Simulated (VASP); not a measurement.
# KCl (F-43m) in VASP: notebook

One crystal, KCl, is run at these levels: PBEsol; tasks: single point, relaxation of cell and atoms.

All numbers are computed with VASP 6.6.1; they aren't measurements. Logs are shortened: lines on timing, memory, paths and dates and some standing lists are left out, and cuts for length are marked.

## Step 1: The structure

Symmetry: F-43m, No. 216, cubic system. Conventional cell: a = 6.947 Å, b = 6.947 Å, c = 6.947 Å, α = 90.00°, β = 90.00°, γ = 90.00°. Around K (site symmetry -43m) lie 4 Cl at 3.01 Å. Cl (site symmetry -43m) has 4 K at 3.01 Å as nearest neighbours.

The cell was built by a generator and needn't be a form met in nature.

## Step 2: Single point, PBEsol

Input file INCAR:

```
SYSTEM = KCl
PREC = Accurate ; ENCUT = 520
EDIFF = 1E-6 ; ISMEAR = -1
SIGMA = 0.02 ; LREAL = .False.
LASPH = .True. ; NELM = 100
ALGO = Normal ; ISIF = 2
LWAVE = .False. ; LCHARG = .False.
GGA = PS ; NBANDS = 15
```

Input file KPOINTS:

```
regular mesh
0
Gamma
  6 6 6
  0 0 0
```

Input file POSCAR:

```
KCl
1.0
    0.0000000000      3.4732801712      3.4732801712
    3.4732801712      0.0000000000      3.4732801712
    3.4732801712      3.4732801712      0.0000000000
K Cl
1 1
Direct
    0.0000000000      0.0000000000      0.0000000000
    0.2500000000      0.2500000000      0.2500000000
```

Potentials or basis: VASP PAW PBE potentials, release 64 (K_sv, Cl).

Command:

```bash
> cat potpaw_PBE.64/K_sv/POTCAR potpaw_PBE.64/Cl/POTCAR > POTCAR
> mpirun -np 1 vasp_std > vasp.out
```

OUTCAR:

```text
SYSTEM = KCl
   PREC = Accurate
   ENCUT = 520
   EDIFF = 1E-6
   ISMEAR = -1
   LREAL = .False.
   LASPH = .True.
   NELM = 100
   ISIF = 2
   GGA = PS

 ion  position               nearest neighbor table
   1  0.000  0.000  0.000-   2 3.01   2 3.01   2 3.01   2 3.01
   2  0.250  0.250  0.250-   1 3.01   1 3.01   1 3.01   1 3.01

  LATTYP: Found a face centered cubic cell.
 ALAT       =     6.9465603424

  Lattice vectors:

 A1 = (   0.0000000000,   3.4732801712,   3.4732801712)
 A2 = (   3.4732801712,   0.0000000000,   3.4732801712)
 A3 = (   3.4732801712,   3.4732801712,   0.0000000000)

Analysis of symmetry for initial positions (statically):
=====================================================================
 Subroutine PRICEL returns:
 Original cell was already a primitive cell.

 Routine SETGRP: Setting up the symmetry group for a
 face centered cubic supercell.

 Subroutine GETGRP returns: Found 24 space group operations
 (whereof 24 operations were pure point group operations)
 out of a pool of 48 trial point group operations.

The static configuration has the point symmetry T_d .

Analysis of symmetry for dynamics (positions and initial velocities):
=====================================================================
 Subroutine PRICEL returns:
 Original cell was already a primitive cell.

 Routine SETGRP: Setting up the symmetry group for a
 face centered cubic supercell.

 Subroutine GETGRP returns: Found 24 space group operations
 (whereof 24 operations were pure point group operations)
 out of a pool of 48 trial point group operations.

The dynamic configuration has the point symmetry T_d .

 Subroutine INISYM returns: Found 24 space group operations
 (whereof 24 operations are pure point group operations),
 and found     1 'primitive' translations

----------------------------------------------------------------------------------------

                                     Primitive cell

  volume of cell :      83.8010

  direct lattice vectors                    reciprocal lattice vectors
     0.000000000  3.473280171  3.473280171    -0.143956138  0.143956138  0.143956138
     3.473280171  0.000000000  3.473280171     0.143956138 -0.143956138  0.143956138
     3.473280171  3.473280171  0.000000000     0.143956138  0.143956138 -0.143956138

  length of vectors
     4.911959924  4.911959924  4.911959924     0.249339345  0.249339345  0.249339345

  position of ions in fractional coordinates (direct lattice)
     0.000000000  0.000000000  0.000000000
     0.250000000  0.250000000  0.250000000

  ion indices of the primitive-cell ions
   primitive index   ion index
                 1           1
                 2           2

----------------------------------------------------------------------------------------

 KPOINTS: regular mesh

Automatic generation of k-mesh.
 Grid dimensions read from file:
 generate k-points for:    6    6    6

 Generating k-lattice:

  Cartesian coordinates                     Fractional coordinates (reciprocal lattice)
    -0.023992690  0.023992690  0.023992690     0.166666667  0.000000000  0.000000000
     0.023992690 -0.023992690  0.023992690     0.000000000  0.166666667  0.000000000
     0.023992690  0.023992690 -0.023992690     0.000000000  0.000000000  0.166666667

  Length of vectors
     0.041556558  0.041556558  0.041556558

  Shift w.r.t. Gamma in fractional coordinates (k-lattice)
     0.000000000  0.000000000  0.000000000

 Subroutine IBZKPT returns following result:
 ===========================================

 Found     16 irreducible k-points:

 Following reciprocal coordinates:
            Coordinates               Weight
  0.000000  0.000000  0.000000      1.000000
  0.166667  0.000000  0.000000      8.000000
  0.333333  0.000000  0.000000      8.000000
  0.500000  0.000000  0.000000      4.000000
  0.166667  0.166667  0.000000      6.000000
  0.333333  0.166667  0.000000     24.000000
[... 8 lines left out ...]
 -0.333333  0.333333  0.166667     24.000000
 -0.333333  0.500000  0.166667     12.000000
   k-points           NKPTS =     16   k-points in BZ     NKDIM =     16   number of bands    NBANDS=     15
   number of dos      NEDOS =    301   number of ions     NIONS =      2
   total plane-waves  NPLWV =  64000
   dimension x,y,z NGX =    40 NGY =   40 NGZ =   40
   dimension x,y,z NGXF=    80 NGYF=   80 NGZF=   80
   ions per type =               1   1
   NGX,Y,Z   is equivalent  to a cutoff of  13.54, 13.54, 13.54 a.u.
   NGXF,Y,Z  is equivalent  to a cutoff of  27.08, 27.08, 27.08 a.u.
 SYSTEM =  KCl
   PREC   = accura    normal or accurate (medium, high low for compatibility)
   ISTART =      0    job   : 0-new  1-cont  2-samecut
   ICHARG =      2    charge: 1-file 2-atom 10-const
   ISPIN  =      1    spin polarized calculation?
   LNONCOLLINEAR =      F non collinear calculations
   LSORBIT =      F    spin-orbit coupling
   LASPH  =      T    aspherical Exc in radial PAW
   ENCUT  =  520.0 eV  38.22 Ry    6.18 a.u.   9.13  9.13  9.13*2*pi/ulx,y,z
   NELM   =    100;   NELMIN=  2; NELMDL= -5     # of ELM steps
   EDIFF  = 0.1E-05   stopping-criterion for ELM
   LREAL  =      F    real-space projection
   EDIFFG = 0.1E-04   stopping-criterion for IOM
   NSW    =      0    number of steps for IOM
   IBRION =     -1    ionic relax: 0-MD 1-quasi-New 2-CG
   NFREE  =      0    steps in history (QN), initial steepest desc. (CG)
   ISIF   =      2    stress and relaxation
   ISYM   =      2    0-nonsym 1-usesym 2-fastsym
   POTIM  = 0.5000    time-step for ionic-motion
   TEBEG  =    0.0;   TEEND  =   0.0 temperature during run
   PSTRESS=    0.0 pullay stress
   NELECT =      16.0000    total number of electrons
   NUPDOWN=      -1.0000    fix difference up-down
   EMIN   =  10.00;   EMAX   =-10.00  energy-range for DOS
   EFERMI =   0.00;   METHOD = LEGACY
   ISMEAR =    -1;   SIGMA  =   0.02  broadening in eV -4-tet -1-fermi 0-gaus
   EFERMI_NEDOS =   21; number of points for ismear=-14 and -15
   IALGO  =     38    algorithm
   IMIX   =      4    mixing-type and parameters
     AMIX     =   0.40;   BMIX     =  1.00
     AMIX_MAG =   1.60;   BMIX_MAG =  1.00
  volume/ion in A,a.u.               =      41.90       282.76
  Fermi-wavevector in a.u.,A,eV,Ry     =   0.942682  1.781410 12.090797  0.888649
  Thomas-Fermi vector in A             =   2.070315
   LORBIT       =      0    0 simple, 1 ext, 2 COOP (PROOUT), +10 PAW based schemes
   GGA     = PS    functional components
   LHFCALC =     F    Hartree Fock is set to
   AEXX    =    0.0000 exact exchange contribution
   IVDW    =     0    specifies the selected vdW correction
   LEPSILON=     F    determine dielectric tensor
   LRPA    =     F    only Hartree local field effects (RPA)
 non-spin polarized calculation
  energy-cutoff  :      520.00
  volume of cell :       83.80
 maximum number of plane-waves:      2285
 NGX is ok and might be reduce to    40
   NGX = 19   NGY = 19   NGZ = 19

 number of electron      16.0000002 magnetization

 Free energy of the ion-electron system (eV)
  ---------------------------------------------------
  ext. energy  EPLUGINS =         0.00000000
  ---------------------------------------------------
  free energy    TOTEN  =        -6.79601445 eV

  energy without entropy =       -6.79601445  energy(sigma->0) =       -6.79601445

 E-fermi :  -2.6758     XC(G=0):  -6.2622

 val. band max:       -3.1736482874   @ k =   0.5000   0.5000   0.0000
 cond. band min:       1.6720410180   @ k =   0.0000   0.0000   0.0000
 fundamental gap:      4.8456893054
 Fermi energy:        -2.6757587727

 k-point     1 :       0.0000    0.0000    0.0000
  band No.  band energies     occupation
      1     -30.2085      2.00000
      2     -14.8975      2.00000
      3     -13.7752      2.00000
      4     -13.7752      2.00000
      5     -13.7752      2.00000
      6      -3.2258      2.00000
      7      -3.2258      2.00000
      8      -3.2258      2.00000
      9       1.6720      0.00000
     10       6.2183      0.00000
     11       6.2183      0.00000
     12       7.2837      0.00000
     13       7.2837      0.00000
     14       7.2837      0.00000
     15       8.4125      0.00000

 k-point     2 :       0.1667    0.0000    0.0000
  band No.  band energies     occupation
      1     -30.2076      2.00000
      2     -14.9534      2.00000
      3     -13.7783      2.00000
      4     -13.7783      2.00000
      5     -13.7139      2.00000
      6      -3.3239      2.00000
      7      -3.2166      2.00000
      8      -3.2166      2.00000
      9       2.1151      0.00000
     10       5.9541      0.00000
     11       5.9541      0.00000
     12       6.9694      0.00000
     13       7.5404      0.00000
     14       7.7045      0.00000
     15       7.7045      0.00000

 k-point     3 :       0.3333    0.0000    0.0000
  band No.  band energies     occupation
      1     -30.2059      2.00000
      2     -15.0502      2.00000
      3     -13.7844      2.00000
      4     -13.7844      2.00000
      5     -13.6071      2.00000
      6      -3.4762      2.00000
      7      -3.1990      2.00000
      8      -3.1990      2.00000
      9       3.1288      0.00000
     10       5.6112      0.00000
     11       5.8019      0.00000
     12       5.8019      0.00000
     13       7.4293      0.00000
     14       7.5495      0.00000
     15       7.5495      0.00000
[... 199 lines left out ...]
 k-point    15 :      -0.3333    0.3333    0.1667
  band No.  band energies     occupation
      1     -30.2041      2.00000
      2     -15.1286      2.00000
      3     -13.8166      2.00000
      4     -13.7986      2.00000
      5     -13.4844      2.00000
      6      -3.4432      2.00000
      7      -3.3341      2.00000
      8      -3.1803      2.00000
      9       3.8820      0.00000
     10       4.5955      0.00000
     11       6.0029      0.00000
     12       6.3345      0.00000
     13       7.4508      0.00000
     14       7.7438      0.00000
     15       8.1326      0.00000

 k-point    16 :      -0.3333    0.5000    0.1667
  band No.  band energies     occupation
      1     -30.2038      2.00000
      2     -15.1411      2.00000
      3     -13.8145      2.00000
      4     -13.8054      2.00000
      5     -13.4673      2.00000
      6      -3.5069      2.00000
      7      -3.2811      2.00000
      8      -3.1770      2.00000
      9       3.7265      0.00000
     10       4.5410      0.00000
     11       6.8139      0.00000
     12       6.8860      0.00000
     13       6.9656      0.00000
     14       7.3809      0.00000
     15       8.0013      0.00000

------------------------ aborting loop because EDIFF is reached ----------------------------------------

  FORCE on cell =-STRESS in cart. coord.  units (eV):
  Direction    XX          YY          ZZ          XY          YZ          ZX
  --------------------------------------------------------------------------------------
  -------------------------------------------------------------------------------------
  Total        0.0333411      0.0333411      0.0333411     -0.0000000     -0.0000000      0.0000000
  in kB        0.6374422      0.6374422      0.6374422     -0.0000000     -0.0000000      0.0000000
  external PRESSURE =       0.6374422 kB  Pullay stress =       0.0000000 kB

 VOLUME and BASIS-vectors are now :
 -----------------------------------------------------------------------------
  energy-cutoff  :      520.00
  volume of cell :       83.80
      direct lattice vectors                 reciprocal lattice vectors
     0.000000000  3.473280171  3.473280171    -0.143956138  0.143956138  0.143956138
     3.473280171  0.000000000  3.473280171     0.143956138 -0.143956138  0.143956138
     3.473280171  3.473280171  0.000000000     0.143956138  0.143956138 -0.143956138

 POSITION                                       TOTAL-FORCE (eV/Angst)
 -----------------------------------------------------------------------------------
      0.00000      0.00000      0.00000         0.000000      0.000000      0.000000
      1.73664      1.73664      1.73664        -0.000000     -0.000000     -0.000000
 -----------------------------------------------------------------------------------
    total drift:                               -0.000000     -0.000000     -0.000000

  FREE ENERGIE OF THE ION-ELECTRON SYSTEM (eV)
  ---------------------------------------------------
  free  energy   TOTEN  =        -6.7960144532 eV

  energy  without entropy=       -6.7960144532  energy(sigma->0) =       -6.79601445
```

It took 26 s on 1 thread of Intel Xeon Platinum 8488C (Sapphire Rapids), shared host; peak memory 0.24 GiB.

What came out:

```
Free energy            : -6.7960 eV
Pressure               : 0.1 GPa
Band gap on the k mesh : 4.85 eV, indirect (least direct gap 4.90 eV)
```

Levels at points of the mesh, in eV from the valence-band top:
```tsv
k point	band 6	band 7	band 8	band 9	band 10	band 11
(0.00, 0.00, 0.00)	-0.05	-0.05	-0.05	4.85	9.39	9.39
(0.50, 0.00, 0.00)	-0.36	-0.02	-0.02	7.36	7.54	9.00
(0.50, 0.50, 0.00)	-0.44	0.00	0.00	6.76	7.72	10.07
```

Caveat: the PAW data sets were made with another functional, which shifts forces and pressure a little. A k mesh can miss the band edges.

## Step 3: Relaxation of cell and atoms, PBEsol

This run uses another cell than the first one, of 44.13 Å³/atom, 1.053 times its volume.

Input file INCAR:

```
PREC = Accurate ; ENCUT = 600
EDIFF = 1E-6 ; ISMEAR = -1
SIGMA = 0.02 ; LREAL = F
LASPH = T ; NELM = 100
ALGO = Normal ; ISIF = 3
LWAVE = F ; LCHARG = F
GGA = PS ; IBRION = 2
NSW = 80 ; EDIFFG = -0.005
```

Input file KPOINTS:

```
regular mesh
0
Gamma
  6 6 6
```

Input file POSCAR:

```
KCl
1.0
    0.0000000000      3.5337206842      3.5337206842
    3.5337206842      0.0000000000      3.5337206842
    3.5337206842      3.5337206842      0.0000000000
K Cl
1 1
Direct
    0.0000000000      0.0000000000      0.0000000000
    0.2500000000      0.2500000000      0.2500000000
```

Potentials or basis: VASP PAW PBE potentials, release 64 (K_sv, Cl).

Command:

```bash
> cat potpaw_PBE.64/K_sv/POTCAR potpaw_PBE.64/Cl/POTCAR > POTCAR
> mpirun -np 1 vasp_std > vasp.out
```

Wall time 67 s (1 thread of Intel Xeon Platinum 8488C (Sapphire Rapids), shared host); peak memory 0.25 GiB.

It converged, with:

```
Free energy                            : -6.7965 eV
Relaxed volume                         : 42.21 Å³/atom
Relaxed cell                           : a = 4.924 Å, b = 4.924 Å, c = 4.924 Å, α = 60.00°, β = 60.00°, γ = 60.00°
Space group after relaxing (to 0.05 Å) : F-43m (No. 216)
Energy gained by relaxing              : 3.0 meV/atom
Ionic steps                            : 4
Pressure after relaxing                : 0.0 GPa
Band gap on the k mesh                 : 4.83 eV, indirect (least direct gap 4.88 eV)
```

The path:
```csv
step,energy change (eV),largest force (eV/Å),pressure (GPa),volume (Å³)
1,0.0000,0.0000,-0.49,88.25
2,-0.0041,0.0000,-0.29,86.55
3,-0.0061,0.0000,0.03,84.24
4,-0.0061,0.0000,0.00,84.42
```

Final structure:
```yaml
crystal:
  lattice:
    - [0.00000, 3.48181, 3.48181]
    - [3.48181, 0.00000, 3.48181]
    - [3.48181, 3.48181, 0.00000]
  atoms:
    - { symbol: K, position: [0.00000, 0.00000, 0.00000] }
    - { symbol: Cl, position: [0.25000, 0.25000, 0.25000] }
```

Levels at points of the mesh, in eV from the valence-band top:
| k point | band 4 | band 5 | band 6 | band 7 | band 8 | band 9 | band 10 | band 11 | band 12 |
| --- | --- | --- | --- | --- | --- | --- | --- | --- | --- |
| (0.00, 0.00, 0.00) | -10.62 | -10.62 | -0.05 | -0.05 | -0.05 | 4.83 | 9.38 | 9.38 | 10.43 |
| (0.50, 0.00, 0.00) | -10.63 | -10.41 | -0.36 | -0.02 | -0.02 | 7.35 | 7.52 | 8.99 | 8.99 |
| (0.50, 0.50, 0.00) | -10.65 | -10.32 | -0.43 | 0.00 | 0.00 | 6.75 | 7.71 | 10.02 | 10.36 |

Caveat: the PAW data sets were made with another functional, which shifts forces and pressure a little. A k mesh can miss the band edges.
